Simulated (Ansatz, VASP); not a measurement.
One calculation of MgO, two programs

```xyz
2
Lattice="0.0000 2.1351 2.1351 2.1351 0.0000 2.1351 2.1351 2.1351 0.0000" Properties=species:S:1:pos:R:3 pbc="T T T"
Mg    0.0000    0.0000    0.0000
O     2.1351    2.1351    2.0977
```

Change from the starting cell: all O atoms moved +0.037 Å, as atom 2 towards its neighbour atom 1 (Mg) at 2.135 Å.

Alike in both runs: task single point; functional r2SCAN; k mesh 10 × 10 × 10; occupations gaussian, width 0.05 eV; no spin polarisation.

|  | VASP | Ansatz |
| --- | --- | --- |
| version | VASP 6.6.1 | Ansatz 0.2.0 |
| potentials or method | VASP PAW PBE potentials, release 64 (Mg, O) | scalar-relativistic, plane waves, PAW |
| plane-wave cutoff (eV) | 520 | 500 |
| valence electrons in the cell | 8 | 16 |

VASP gave:

| Item | Value |
| --- | --- |
| gap on the k mesh at the Fermi level (eV) | 5.20 |
| least direct gap on the mesh (eV) | 5.20 |
| pressure (GPa) | -8.1 |
| largest component of the traceless stress (GPa) | 0.29 |
| rms of the force components (eV/Å) | 0.099 |

Which values does Ansatz return?

gap on the k mesh at the Fermi level (eV): 5.22; least direct gap on the mesh (eV): 5.22; pressure (GPa): -6.9; largest component of the traceless stress (GPa): 0.29; rms of the force components (eV/Å): 0.098.

Atom by atom the forces differ by 0.001 eV/Å (rms over components). The functional is the same, so the differences come from potentials, cutoffs and numerics. The two sets of potentials don't hold the same shells in valence.

Caveats: the PAW data sets were made with another functional, which shifts forces and pressure a little (VASP).
